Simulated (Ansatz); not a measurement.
## Migration of H in BN

Method: DFT PBE, scalar-relativistic, plane waves, PAW (Ansatz). (420 eV cutoff, 2×2×2 k-mesh, Gaussian smearing of 0.02 eV, no spin polarisation)

Host crystal, relaxed:

```
B N
1.0
     2.51218    0.00000    0.00000
    -1.25609    2.17561    0.00000
     0.00000    0.00000    8.34316
B N
2 2
Direct
  0.33333 0.66667 0.25000
  0.66667 0.33333 0.75000
  0.33333 0.66667 0.75000
  0.66667 0.33333 0.25000
```

In a supercell of 28 host sites with charge +1, interstitial H hops to an equivalent place, moving 1.57 Å between the relaxed ends. Climbing-image nudged elastic band at fixed cell with images 0 (start) to 6 (end), the path measured over all atoms, converged to 0.05 eV/Å; the order of the saddle wasn't checked, and the small cell leaves errors of about a tenth of an eV. Zero-point motion and tunnelling, which matter for H, are left out.

Supercell rows in host cell vectors: -1 -3 0; -2 1 0; 0 0 -1. H was set at (0.000, 0.000, 0.000) of the host cell.

At the relaxed start H has 1 N at 1.05 Å, 1 B at 2.02 Å, 2 B at 2.03 Å, 1 B at 2.44 Å, 1 N at 2.75 Å.

**Question.** How high is the barrier, and where does the atom pass?

**Answer.** 0.31 eV at image 3, where H has 2 N at 1.38 Å, 6 B at 2.23 Å.

Cost: 1 run of about 14 core-minutes, on Intel Xeon Processor @ 2.70GHz (shared hosts).